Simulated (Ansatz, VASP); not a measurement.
**One calculation of V, two programs**

Contents of INCAR:

```
PREC     = Accurate       # precision mode
ENCUT    = 520            # plane-wave cutoff, eV
EDIFF    = 1E-6           # SCF threshold, eV
ISMEAR   = -1             # smearing method
SIGMA    = 0.08           # smearing width, eV
LREAL    = False          # projectors in reciprocal space
LASPH    = True           # aspherical terms in the spheres
NELM     = 80             # most SCF steps
ALGO     = Normal         # electronic algorithm
ISIF     = 2              # what is computed and relaxed
LWAVE    = False          # write WAVECAR
LCHARG   = False          # write CHGCAR
GGA      = PE             # functional
NBANDS   = 20             # bands
```

File KPOINTS:

```
regular mesh
0
Gamma
  14 14 14
```

File POSCAR:

```
V
1.0
    0.0000000000      2.4213714263      2.4213714263
    2.4213714263      0.0000000000      2.4213714263
    2.4213714263      2.4213714263      0.0000000000
V
2
Direct
   -0.1250000000     -0.1250000000     -0.1250000000
    0.1250000000      0.1250000000      0.1250000000
```

Input for Ansatz:

```yaml
crystal:
  lattice:
    - [0.0, 2.4213714263, 2.4213714263]
    - [2.4213714263, 0.0, 2.4213714263]
    - [2.4213714263, 2.4213714263, 0.0]
  atoms:
    - { symbol: V, position: [-0.125, -0.125, -0.125] }
    - { symbol: V, position: [0.125, 0.125, 0.125] }
kpoints:
  mp_grid: { grid: [14, 14, 14] }
scf:
  occupations: { method: fermi_dirac, width: 0.08 }
hamiltonian:
  xc: pbe
  pseudopotentials: { kind: all_electron, lapw: { basis_error: 0.001 } }
output:
  forces: true
  stress: true
  eigenvalues: true
  populations: true
```

Change from the starting cell: volume scaled by 0.76, LAPW.

Alike in both runs: task single point; functional PBE; k mesh 14 × 14 × 14; occupations fermi-dirac, width 0.08 eV; no spin polarisation.

```csv
,VASP,Ansatz
version,VASP 6.6.1,Ansatz 0.2.0
potentials or method,"VASP PAW PBE potentials, release 64 (V_sv)","all-electron LAPW, scalar-relativistic"
plane-wave cutoff (eV),520,see its input
```

```tsv
	VASP	Ansatz	Ansatz less VASP
pressure (GPa)	31.6	29.2	-2.40
```

Ansatz ran all-electron here, so the differences hold the error of VASP's frozen core and of both bases.

Caveats: so large a pressure means that the cell lies far from this level's equilibrium, or that cutoff or potentials fall short (VASP).
